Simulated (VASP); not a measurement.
Y: single point with PBEsol

The system is Y.

```
CELL_PARAMETERS angstrom
3.59511 0.00000 0.00000
-1.79755 3.11345 0.00000
0.00000 0.00000 5.57900
ATOMIC_POSITIONS crystal
Y 0.33333 0.66667 0.25000
Y 0.66667 0.33333 0.75000
```

```json
{
  "Program": "VASP 6.6.1",
  "Task": "single point",
  "Functional": "PBEsol",
  "Potentials or basis": "VASP PAW PBE potentials, release 64 (Y_sv)",
  "Cutoff": "520 eV",
  "k mesh": "15 × 15 × 8",
  "Occupations": "gaussian, width 0.5 eV",
  "Spin": "no spin polarisation",
  "Further INCAR settings": "ALGO = Normal; EDIFF = 1e-07; NBANDS = 18"
}
```

```
Pressure               : 0.4 GPa
Band gap on the k mesh : none (metal or under the smearing width)
```

Stress tensor (GPa, compression positive):
```
0.07 0.00 0.00
0.00 0.07 0.00
0.00 0.00 0.93
```

Levels at points of the mesh, in eV from the Fermi level:
| k point | band 9 | band 10 | band 11 | band 12 | band 13 | band 14 |
| --- | --- | --- | --- | --- | --- | --- |
| (0.00, 0.00, 0.00) | -4.78 | -1.93 | 1.13 | 1.77 | 1.77 | 2.19 |
| (0.00, 0.00, 0.50) | -3.25 | -3.25 | 1.01 | 1.01 | 1.67 | 1.67 |

It took 2.4 min on 1 thread of Intel(R) Xeon(R) 6975P-C (Granite Rapids) (shared host), peak memory 0.43 GiB.

Caveat: the PAW data sets were made with another functional, which shifts forces and pressure a little.
